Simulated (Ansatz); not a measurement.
# AlP at 50 GPa: from Born charge to LO–TO splitting and polaron coupling

These are results of Ansatz 0.2.0, DFT PBEsol, scalar-relativistic, plane waves, PAW, not measurements. Plane waves to 420 eV; Γ-centred k mesh 10×10×10; fixed occupations. No spin polarisation. Phonons by linear response, acoustic sum rule imposed.

The cell, relaxed at 50 GPa:
```yaml
crystal:
  lattice:
    - [0.00000, 2.46659, 2.46659]
    - [2.46659, 0.00000, 2.46659]
    - [2.46659, 2.46659, 0.00000]
  atoms:
    - { symbol: Al, position: [0.00000, 0.00000, 0.00000] }
    - { symbol: P, position: [0.75000, 0.75000, 0.75000] }
```

Other phases may be more stable at this pressure. The run warned that the force constants aren't converged on this k mesh, so the frequencies and all that is formed from them are rough. The bands were filled as in an insulator; under compression the gap may have closed between mesh points.

Linear response gives ν_TO = 621.8 cm⁻¹, Born charges ±2.063 e (positive on Al) and ε∞ = 8.710. The primitive cell holds 30.014 Å³, and the masses are 26.982 and 30.974 amu.

Question: Find ν_LO and the static dielectric constant.

Answer: The long-wave field adds a restoring force: ω_LO² − ω_TO² = Z*²e²/(ε_vac ε∞ μV). In these units ν_LO² − ν_TO² = 4.92064×10⁷ Z*²/(μ V ε∞) cm⁻², with μ = m₁m₂/(m₁ + m₂) = 14.420 amu: 55565 cm⁻². So ν_LO = √(621.8² + 55565) = 664.9 cm⁻¹, and the run gives 665.0. Lyddane–Sachs–Teller then gives ε0 = ε∞ (ν_LO/ν_TO)² = 9.96, against 9.96 in the run (it forms both from the same three quantities, so the match checks the arithmetic only). Between ν_TO and ν_LO the dielectric function is negative and an undamped crystal reflects fully: a reststrahlen band from 15.0 to 16.1 μm.

Question: What do the Clausius–Mossotti polarisability and the Szigeti charge come to?

Answer: With the Lorentz local field, α = (3V/4π)(ε∞ − 1)/(ε∞ + 2) = 5.16 Å³ for the pair, and e_S = 3Z*/(ε∞ + 2) = 0.58 e. The Born charge includes the electrons' response to the dipole's own local field, and e_S takes that enhancement out. The Lorentz field assumes point-like polarisable ions, a poor picture once ε∞ is this large, since the electron clouds then overlap or are shared, so both numbers are formal here.

Question: How strongly does a slow electron couple to the LO mode?

Answer: For one isotropic parabolic band, Fröhlich's constant is α_F = (1/ε∞ − 1/ε0) √(m* Ry/ħω_LO), with Ry = 13.606 eV, ħω_LO = 82.4 meV and m* in free-electron masses: α_F = 0.0144 × 12.85 × √m* = 0.19 √m*. The band mass isn't part of this run; for m* = 0.1, 0.3 and 1 it gives 0.06, 0.10, 0.19. In weak coupling the polaron lies α_F ħω_LO below the band edge (8 meV at m* = 0.3) with a mass m*(1 + α_F/6); past α_F of about 5 or 6 that expansion fails. A semilocal functional's ε∞ tends to be too large, which taken alone lowers α_F.

Cost: 1 run of about 0.17 core-minutes, on AMD EPYC 9R45 (Zen 5) (shared hosts).

The polar response is modest beside the electronic one: the lattice raises the dielectric constant only from 8.710 to 9.96, although the Born charge is about two. That charge is dynamical, measuring how polarisation follows the displaced atoms, and in a tetrahedral sp³ network much of it comes from electrons shifting along the bonds, so it doesn't imply ions of that static charge. The easily polarised bonding electrons also screen the long-range field that separates LO from TO, while the stiff bonds limit the ionic displacement a field can produce.

The same two effects keep the Fröhlich coupling weak for every band mass tried. Softer phonons would strengthen it, but a moderate error in the frequencies would probably not bring a slow electron near self-trapping by this mechanism. Weak Fröhlich coupling alone doesn't imply high mobility, since deformation-potential and intervalley scattering lie outside this constant and may matter if the conduction minimum stays near X, as in AlP at ambient pressure.
